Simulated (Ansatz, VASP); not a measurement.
## BN (Qingsongite): VASP beside Ansatz

```
CELL_PARAMETERS angstrom
0.00000 1.84790 1.84790
1.84790 0.00000 1.84790
1.84790 1.84790 0.00000
ATOMIC_POSITIONS crystal
B 0.00000 0.00000 0.00000
N 0.25000 0.25000 0.25000
```

Alike in both runs: task single point; functional PBE; k mesh 10 × 10 × 10; no spin polarisation.

```csv
,VASP,Ansatz
version,VASP 6.6.1,Ansatz 0.2.0
potentials or method,"VASP PAW PBE potentials, release 64 (B, N)","plane waves, PAW"
plane-wave cutoff (eV),520,420
occupations,"gaussian, width 0.01 eV",fixed
valence electrons in the cell,8,8
```

|  | VASP | Ansatz | Ansatz less VASP |
| --- | --- | --- | --- |
| gap on the k mesh at the Fermi level (eV) | 4.39 | 4.40 | +0.010 |
| pressure (GPa) | -19.4 | -19.4 | -0.05 |

Caveats: so large a pressure means that the cell lies far from this level's equilibrium, or that cutoff or potentials fall short (VASP). A k mesh can miss the band edges.
